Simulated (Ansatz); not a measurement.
# Au (Fm-3m) in Ansatz: equation of state

How stiff is Au in PBEsol, and what volume does it want? The cell is scaled to several volumes.

All numbers are computed with Ansatz 0.2.0; they aren't measurements. Logs are shortened: lines on timing, memory, paths and dates and some standing lists are left out, and cuts for length are marked.

**What was measured.**

From “Exploring toroidal anvil profiles for larger sample volumes above 4 Mbar”, 2024, pmc:11102561, for a bulk crystal of Au: bulk modulus 167 GPa.

The runs below are set against these values where they give the same quantity.

## (1) The crystal as given

Symmetry: Fm-3m, No. 225, cubic system. The conventional cell has a = 4.070 Å, b = 4.070 Å, c = 4.070 Å, α = 90.00°, β = 90.00°, γ = 90.00°. Around Au (site symmetry m-3m) lie 12 Au at 2.88 Å.

## (2) Equation of state, PBEsol

Potentials or basis: all-electron LAPW, scalar-relativistic.

No new run: the results of the series are fitted here.

What came out:

```yaml
Equilibrium_volume: 17.01 Å³/atom
Bulk_modulus: 175 GPa
Pressure_derivative_of_the_bulk_modulus: 5.7
```

Energy against volume, from the lowest point:
```csv
volume (Å³/atom),energy (meV/atom)
15.843,50.54
16.181,23.98
16.518,7.55
16.855,0.00
17.192,0.24
17.529,7.30
17.866,20.32
```

Spin-orbit coupling is left out, which matters for the levels of Au.

## (3) Against experiment

Step 2. Against the measured bulk modulus of Au, 167 GPa (quoted in “Exploring toroidal anvil profiles for larger sample volumes above 4 Mbar”, 2024, pmc:11102561), the calculated 175 GPa is off by +5.0 %. The fit is for a static lattice scaled at fixed shape and fixed fractional positions.
